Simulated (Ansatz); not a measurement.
# Te2Mo: the cost of one run

Program: Ansatz 0.2.0. Level of theory: DFT PBE+D3(BJ), spin-orbit coupling, plane waves, PAW. These are calculated values, not measurements.

### Step 1. The structure to begin with

The structure is monoclinic, space group P2_1/m (No. 11). The conventional cell has a = 6.333 Å, b = 3.468 Å, c = 13.315 Å, α = 90.00°, β = 94.21°, γ = 90.00°. Te (site symmetry m) has 3 Mo at 2.79 to 2.80 Å as nearest neighbours. Te (site symmetry m) has 3 Mo at 2.70 Å as nearest neighbours. Around Te (site symmetry m) lie 3 Mo at 2.70 to 2.71 Å. Around Mo (site symmetry m) lie 6 Te at 2.70 to 2.80 Å and 2 Mo at 2.88 Å.

As a file:

```cif
data_structure
_symmetry_space_group_name_H-M 'P2_1/m'
_symmetry_Int_Tables_number 11
_cell_length_a 6.3334
_cell_length_b 3.4680
_cell_length_c 13.3146
_cell_angle_alpha 90.000
_cell_angle_beta 94.210
_cell_angle_gamma 90.000
_cell_volume 291.66
loop_
_atom_site_label
_atom_site_type_symbol
_atom_site_symmetry_multiplicity
_atom_site_Wyckoff_symbol
_atom_site_fract_x
_atom_site_fract_y
_atom_site_fract_z
_atom_site_occupancy
Te1 Te 2 e 0.41097 0.75000 0.89333 1
Te2 Te 2 e 0.90329 0.25000 0.84457 1
Te3 Te 2 e 0.44373 0.25000 0.65472 1
Te4 Te 2 e 0.94670 0.75000 0.60711 1
Mo1 Mo 2 e 0.81777 0.75000 0.99186 1
Mo2 Mo 2 e 0.68026 0.25000 0.49356 1
```

It goes back to an entry of the Materials Project.

It is the result of an earlier relaxation at this level (volume 24.30 Å³/atom; gap on the mesh: none (metal)).

### Step 2. Level of theory: PBE+D3(BJ) with spin-orbit coupling

Contents of input.yaml:

```yaml
crystal:
  lattice:
    - [6.3326834034, 0.0, -0.096802685]
    - [0.0, 3.4679811039, 0.0]
    - [-0.7744361773, 0.0, 13.2920896345]
  atoms:
    - { symbol: Te, position: [0.4109653204, 0.0, 0.893333553] }
    - { symbol: Te, position: [0.5890346796, 0.5, 0.1066664469] }
    - { symbol: Te, position: [0.903286128, 0.5, 0.8445692663] }
    - { symbol: Te, position: [0.096713872, 0.0, 0.1554307337] }
    - { symbol: Te, position: [0.4437329291, 0.5, 0.6547163931] }
    - { symbol: Te, position: [0.5562670709, 0.0, 0.3452836068] }
    - { symbol: Te, position: [0.9467049338, 0.0, 0.6071115514] }
    - { symbol: Te, position: [0.0532950662, 0.5, 0.3928884486] }
    - { symbol: Mo, position: [0.8177675852, 0.0, 0.9918635901] }
    - { symbol: Mo, position: [0.1822324148, 0.5, 0.0081364099] }
    - { symbol: Mo, position: [0.6802635948, 0.5, 0.4935597545] }
    - { symbol: Mo, position: [0.3197364051, 0.0, 0.5064402455] }
basis:
  ecutwfc: 420
kpoints:
  mp_grid: { grid: [6, 10, 4] }
  band_path:
    path:
      - [0.0, 0.0, 0.0]
      - [0.0, 0.5, 0.0]
      - [0.0, 0.5, 0.5]
      - [0.0, 0.0, 0.5]
      - [0.0, 0.0, 0.0]
      - [-0.5, 0.0, 0.5]
      - [-0.5, 0.5, 0.5]
      - [0.0, 0.5, 0.0]
      - [-0.5, 0.5, 0.0]
      - [-0.5, 0.0, 0.0]
      - [0.0, 0.0, 0.0]
    npoints: 10
hamiltonian:
  xc: pbe
  dispersion: d3bj
scf:
  occupations: { method: gaussian, width: 0.1 }
output:
  forces: true
  stress: true
  eigenvalues: true
  populations: true
  dos: { projected: true, de: 0.02 }
  bader: false
  write_density: true
  write_potential: true
  elf: true
  volumetric_format: npy
magnetization:
  noncollinear: true
  spin_orbit: true
```

Started as:

```console
$ ansatz run input.yaml --threads 8 --pin off --max-ram 22528MiB --backend cpu --events-out ev --progress --plain --runs-dir out
```

What time and memory should one allow on 8 threads of an x86-64 CPU, shared host?

About 6.2 min, with a peak of 13 GiB.
